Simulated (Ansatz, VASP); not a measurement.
## C: VASP beside Ansatz

The input INCAR:

```
ALGO     = Normal         # electronic algorithm
EDIFF    = 1E-6           # SCF threshold, eV
ENCUT    = 520            # plane-wave cutoff, eV
GGA      = PE             # functional
ISIF     = 2              # what is computed and relaxed
ISMEAR   = 0              # smearing method
LASPH    = T              # aspherical terms in the spheres
LCHARG   = F              # write CHGCAR
LREAL    = F              # projectors in reciprocal space
LWAVE    = F              # write WAVECAR
NBANDS   = 11             # bands
NELM     = 80             # most SCF steps
PREC     = Accurate       # precision mode
SIGMA    = 0.05           # smearing width, eV
```

KPOINTS

```
k-points
0
Gamma
  12 12 12
```

The input POSCAR:

```
C
1.0
    0.0000000000      1.7879697038      1.7879697038
    1.7857375319      0.0022321719      1.7857375319
    1.7857375319      1.7857375319      0.0022321719
C
2
Direct
    0.5000000000      0.5000000000      0.5000000000
    0.7500000000      0.7500000000      0.7500000000
```

Input for Ansatz:

```yaml
crystal:
  lattice:
    - [0.0, 1.7879697038, 1.7879697038]
    - [1.7857375319, 0.0022321719, 1.7857375319]
    - [1.7857375319, 1.7857375319, 0.0022321719]
  atoms:
    - { symbol: C, position: [0.5, 0.5, 0.5] }
    - { symbol: C, position: [0.75, 0.75, 0.75] }
basis:
  ecutwfc: 420
kpoints:
  mp_grid: { grid: [12, 12, 12] }
hamiltonian:
  xc: pbe
scf:
  occupations: { method: gaussian, width: 0.05 }
output:
  forces: true
  stress: true
  eigenvalues: true
  write_density: true
  write_potential: true
  elf: true
  volumetric_format: npy
```

Change from the starting cell: strain +0.0025 x Voigt [0, 0, 0, 1, 0, 0], atoms carried along.

Alike in both runs: task single point; functional PBE; k mesh 12 × 12 × 12; occupations gaussian, width 0.05 eV; no spin polarisation.

|  | VASP | Ansatz |
| --- | --- | --- |
| version | VASP 6.6.1 | Ansatz 0.2.0 |
| potentials or method | VASP PAW PBE potentials, release 64 (C) | scalar-relativistic, plane waves, PAW |
| plane-wave cutoff (eV) | 520 | 420 |
| valence electrons in the cell | 8 | 8 |

VASP gave:

```
gap on the k mesh at the Fermi level (eV)       : 4.14
least direct gap on the mesh (eV)               : 5.54
pressure (GPa)                                  : 0.7
largest component of the traceless stress (GPa) : 1.41
rms of the force components (eV/Å)              : 0.004
```

**Question.** Which values does Ansatz return?

**Answer.** gap on the k mesh at the Fermi level (eV): 4.15; least direct gap on the mesh (eV): 5.54; pressure (GPa): 0.0; largest component of the traceless stress (GPa): 1.40; rms of the force components (eV/Å): 0.004.

Atom by atom the forces differ by 0.000 eV/Å (rms over components). With one functional, cell and mesh, what is left measures potentials, basis and numerics.
